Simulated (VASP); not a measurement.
Here is a VASP 6.6.1 calculation.

Contents of INCAR:

```
PREC     = Accurate       # precision mode
ENCUT    = 600            # plane-wave cutoff, eV
EDIFF    = 1E-7           # SCF threshold, eV
ISMEAR   = 0              # smearing method
SIGMA    = 0.03           # smearing width, eV
LREAL    = False          # projectors in reciprocal space
LASPH    = True           # aspherical terms in the spheres
NELM     = 80             # most SCF steps
ALGO     = Normal         # electronic algorithm
ISIF     = 3              # what is computed and relaxed
LWAVE    = False          # write WAVECAR
LCHARG   = False          # write CHGCAR
GGA      = PS             # functional
IBRION   = 2              # ionic algorithm
NSW      = 90             # ionic steps
EDIFFG   = -0.005         # ionic threshold
KPAR     = 4
```

KPOINTS

```
Automatic mesh
0
Gamma
  8 8 8
```

File POSCAR:

```
PbF2                                    
1.0
    0.0000000000      2.9462119402      2.9462119402
    2.9462119402      0.0000000000      2.9462119402
    2.9462119402      2.9462119402     -0.0000000000
  Pb              F             
     1     2
Direct
     0.0000000000000000    0.0000000000000000    0.0000000000000000
     0.2500000000000000    0.2500000000000000    0.2500000000000000
     0.7500000000000000    0.7500000000000000    0.7500000000000000
```

Potentials or basis: VASP PAW PBE potentials, release 64 (Pb_d, F).

Run with:

```console
$ cat potpaw_PBE.64/Pb_d/POTCAR potpaw_PBE.64/F/POTCAR > POTCAR
$ mpirun -np 4 vasp_std > vasp.out
```

(1) Estimate the band gap on the k mesh.

Results:

(1) 4.30 eV, indirect (least direct gap 4.45 eV).

Caveat: the relaxation stopped at its first step, so nothing moved; spin-orbit coupling is left out, which as a rule narrows the gap of such compounds by several tenths of an eV.
